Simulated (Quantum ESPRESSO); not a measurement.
# Hf (P6_3/mmc) in Quantum ESPRESSO: notebook, part 2 of 2

Quantum ESPRESSO 7.5. Earlier steps stand in the parts before.

**3. Single point, r2SCAN, 21.04 Å³/atom**

The input, pw.in:

```
&CONTROL
  calculation = 'scf'
  prefix = 'pwscf'
  outdir = './tmp'
  pseudo_dir = './pseudo'
  tstress = .true.
  disk_io = 'nowf'
/
&SYSTEM
  ibrav = 0
  nat = 2
  ntyp = 1
  ecutwfc = 65
  nbnd = 36
  input_dft = 'r2scan'
  occupations = 'smearing'
  smearing = 'fd'
  degauss = 0.00367493
  nosym = .true.
  nr1 = 36
  nr2 = 36
  nr3 = 60
/
&ELECTRONS
  conv_thr = 1d-08
  electron_maxstep = 120
  mixing_beta = 0.5
/
ATOMIC_SPECIES
Hf   178.4900 Hf_ONCV_PBE-1.2.upf
CELL_PARAMETERS angstrom
   3.1314429137    0.0000000000    0.0000000000
  -1.5657214569    2.7119091138    0.0000000000
   0.0000000000    0.0000000000    4.9545506207
ATOMIC_POSITIONS crystal
Hf     0.6666666667    0.3333333333    0.7500000000
Hf     0.3333333333    0.6666666667    0.2500000000
K_POINTS automatic
6 6 3 0 0 0
```

Potentials or basis: SG15 PBE 1.2.

Run with:

```bash
OMP_NUM_THREADS=1 mpirun -n 4 pw.x -nk 2 -in pw.in > pw.out
```

It took 2 min on 4 MPI ranks of Arm Neoverse V2, shared host; peak memory 0.32 GiB.

The run converged. Its results:

```
Free energy            : -12141.3177 eV
Pressure               : 0.9 GPa
Band gap on the k mesh : none (metal or under the smearing width)
```

Caveat: the k mesh is coarse (spacing up to 0.42 Å⁻¹), so the values aren't converged; the potentials were made for another functional, which shifts forces and pressure.

**4. Single point, r2SCAN, 21.49 Å³/atom**

pw.in: that of step 3 with these lines changed.

```diff
@@ -31,5 +31,5 @@
 CELL_PARAMETERS angstrom
-   3.1314429137    0.0000000000    0.0000000000
-  -1.5657214569    2.7119091138    0.0000000000
-   0.0000000000    0.0000000000    4.9545506207
+   3.1534960552    0.0000000000    0.0000000000
+  -1.5767480276    2.7310076946    0.0000000000
+   0.0000000000    0.0000000000    4.9894429718
 ATOMIC_POSITIONS crystal
```

Run with:

```bash
OMP_NUM_THREADS=1 mpirun -n 4 pw.x -nk 2 -in pw.in > pw.out
```

Run time: 1.9 min. Hardware: 4 MPI ranks of Arm Neoverse V2, shared host; peak memory 0.32 GiB.

Results (log left out):

```
Free energy            : -12141.3162 eV
Pressure               : -1.6 GPa
Band gap on the k mesh : none (metal or under the smearing width)
```

Caveat: the k mesh is coarse (spacing up to 0.42 Å⁻¹), so the values aren't converged; the potentials were made for another functional, which shifts forces and pressure.

**5. Single point, r2SCAN, 21.93 Å³/atom**

pw.in: that of step 4 with these lines changed.

```diff
@@ -31,5 +31,5 @@
 CELL_PARAMETERS angstrom
-   3.1534960552    0.0000000000    0.0000000000
-  -1.5767480276    2.7310076946    0.0000000000
-   0.0000000000    0.0000000000    4.9894429718
+   3.1752449911    0.0000000000    0.0000000000
+  -1.5876224956    2.7498428256    0.0000000000
+   0.0000000000    0.0000000000    5.0238540107
 ATOMIC_POSITIONS crystal
```

Run with:

```bash
OMP_NUM_THREADS=1 mpirun -n 4 pw.x -nk 2 -in pw.in > pw.out
```

It took 1.9 min on 4 MPI ranks of Arm Neoverse V2, shared host; peak memory 0.32 GiB.

The run converged. Its results:

```
Free energy            : -12141.3014 eV
Pressure               : -3.8 GPa
Band gap on the k mesh : none (metal or under the smearing width)
```

Caveat: the k mesh is coarse (spacing up to 0.42 Å⁻¹), so the values aren't converged; the potentials were made for another functional, which shifts forces and pressure.

**6. Single point, r2SCAN, 22.38 Å³/atom**

pw.in: that of step 5 with these lines changed.

```diff
@@ -31,5 +31,5 @@
 CELL_PARAMETERS angstrom
-   3.1752449911    0.0000000000    0.0000000000
-  -1.5876224956    2.7498428256    0.0000000000
-   0.0000000000    0.0000000000    5.0238540107
+   3.1967000000    0.0000000000    0.0000000000
+  -1.5983500000    2.7684234083    0.0000000000
+   0.0000000000    0.0000000000    5.0578000000
 ATOMIC_POSITIONS crystal
```

Potentials or basis: SG15 PBE 1.2.

Run with:

```bash
OMP_NUM_THREADS=1 mpirun -n 4 pw.x -nk 2 -in pw.in > pw.out
```

Wall time 1.9 min (4 MPI ranks of Arm Neoverse V2, shared host); peak memory 0.32 GiB.

Results (log left out):

* Free energy: -12141.2745 eV
* Pressure: -5.9 GPa
* Band gap on the k mesh: none (metal or under the smearing width)

Caveat: the k mesh is coarse (spacing up to 0.41 Å⁻¹), so the values aren't converged; the potentials were made for another functional, which shifts forces and pressure.

**7. Single point, r2SCAN, 22.83 Å³/atom**

pw.in: that of step 6 with these lines changed.

```diff
@@ -31,5 +31,5 @@
 CELL_PARAMETERS angstrom
-   3.1967000000    0.0000000000    0.0000000000
-  -1.5983500000    2.7684234083    0.0000000000
-   0.0000000000    0.0000000000    5.0578000000
+   3.2178708157    0.0000000000    0.0000000000
+  -1.6089354078    2.7867578725    0.0000000000
+   0.0000000000    0.0000000000    5.0912963404
 ATOMIC_POSITIONS crystal
```

Run with:

```bash
OMP_NUM_THREADS=1 mpirun -n 4 pw.x -nk 2 -in pw.in > pw.out
```

Wall time 1.9 min (4 MPI ranks of Arm Neoverse V2, shared host); peak memory 0.32 GiB.

Results (log left out):

* Free energy: -12141.2366 eV
* Pressure: -7.8 GPa
* Band gap on the k mesh: none (metal or under the smearing width)

Caveat: the k mesh is coarse (spacing up to 0.41 Å⁻¹), so the values aren't converged; the potentials were made for another functional, which shifts forces and pressure.

**8. Single point, r2SCAN, 23.28 Å³/atom**

pw.in: that of step 7 with these lines changed.

```diff
@@ -31,5 +31,5 @@
 CELL_PARAMETERS angstrom
-   3.2178708157    0.0000000000    0.0000000000
-  -1.6089354078    2.7867578725    0.0000000000
-   0.0000000000    0.0000000000    5.0912963404
+   3.2387666662    0.0000000000    0.0000000000
+  -1.6193833331    2.8048542099    0.0000000000
+   0.0000000000    0.0000000000    5.1243576326
 ATOMIC_POSITIONS crystal
```

Run with:

```bash
OMP_NUM_THREADS=1 mpirun -n 4 pw.x -nk 2 -in pw.in > pw.out
```

It took 1.9 min on 4 MPI ranks of Arm Neoverse V2, shared host; peak memory 0.32 GiB.

Results (log left out):

```
Free energy            : -12141.1887 eV
Pressure               : -9.5 GPa
Band gap on the k mesh : none (metal or under the smearing width)
```

Caveat: the k mesh is coarse (spacing up to 0.41 Å⁻¹), so the values aren't converged; the potentials were made for another functional, which shifts forces and pressure.

**9. Single point, r2SCAN, 23.72 Å³/atom**

pw.in: that of step 8 with these lines changed.

```diff
@@ -31,5 +31,5 @@
 CELL_PARAMETERS angstrom
-   3.2387666662    0.0000000000    0.0000000000
-  -1.6193833331    2.8048542099    0.0000000000
-   0.0000000000    0.0000000000    5.1243576326
+   3.2593963094    0.0000000000    0.0000000000
+  -1.6296981547    2.8227200050    0.0000000000
+   0.0000000000    0.0000000000    5.1569977332
 ATOMIC_POSITIONS crystal
```

Potentials or basis: SG15 PBE 1.2.

Run with:

```bash
OMP_NUM_THREADS=1 mpirun -n 4 pw.x -nk 2 -in pw.in > pw.out
```

Run time: 2 min. Hardware: 4 MPI ranks of Arm Neoverse V2, shared host; peak memory 0.32 GiB.

Results (log left out):

```yaml
Free_energy: -12141.1316 eV
Pressure: -11.1 GPa
Band_gap_on_the_k_mesh: none (metal or under the smearing width)
```

Caveat: the k mesh is coarse (spacing up to 0.41 Å⁻¹), so the values aren't converged; the potentials were made for another functional, which shifts forces and pressure.

**10. Equation of state, r2SCAN**

Potentials or basis: SG15 PBE 1.2.

No new run: the results of the series are fitted here.

What came out:

```yaml
Equilibrium_volume: 21.21 Å³/atom
Bulk_modulus_at_fixed_shape_and_positions: 119 GPa
Pressure_derivative_of_the_bulk_modulus: 3.4
```

Energy against volume, from the lowest point:
```tsv
volume (Å³/atom)	energy (meV/atom)
21.037	0.00
21.485	0.75
21.933	8.16
22.380	21.58
22.828	40.55
23.276	64.52
23.723	93.06
```

Caveat: the k mesh is coarse (spacing up to 0.41 Å⁻¹), so the values aren't converged; the potentials were made for another functional, which shifts forces and pressure; the cell was scaled at fixed shape and fractional positions, which overstates the stiffness of a crystal with free parameters, most of all of layers and chains. The run has no spin-orbit coupling, so splittings on Hf are missing.

**11. For comparison**

An earlier run on the cell as given: functional PBEsol; potentials or basis GBRV 1.5 PBEsol; cutoff 612 eV; density cutoff 4898 eV; k mesh 10 × 10 × 5; occupations fermi-dirac, width 0.05 eV; no spin polarisation.

* Pressure: -3.9 GPa
* Band gap on the k mesh: none (metal or under the smearing width)

**12. Summary**

| task | level | potentials or basis | k mesh | cutoff (eV) | SCF threshold | symmetry | mesh quality | gap on the mesh (eV) | pressure (GPa) |
| --- | --- | --- | --- | --- | --- | --- | --- | --- | --- |
| band structure | PBEsol | GBRV 1.5 PBEsol | 10 × 10 × 5 | 612 | 4e-10 Ry | - | not flagged | none | -3.9 |
| equation of state | r2SCAN | SG15 PBE 1.2 | 6 × 6 × 3 | 884 | 1e-08 Ry | off | coarse | - | - |
| single point | PBEsol | GBRV 1.5 PBEsol | 10 × 10 × 5 | 612 | 4e-10 Ry | - | not flagged | none | -3.9 |

Alike in all rows: no spin polarisation; cell as given; smearing fermi-dirac 0.05 eV.

Caveats: some runs use coarse meshes; spin-orbit coupling is left out, which moves the levels of the heavy elements (some runs); the potentials were made for another functional, which shifts forces and pressure (some runs); the cell was scaled at fixed shape and fractional positions, which overstates the stiffness of a crystal with free parameters, most of all of layers and chains (some runs).

Absolute energies hang on the potentials; compare differences alone.
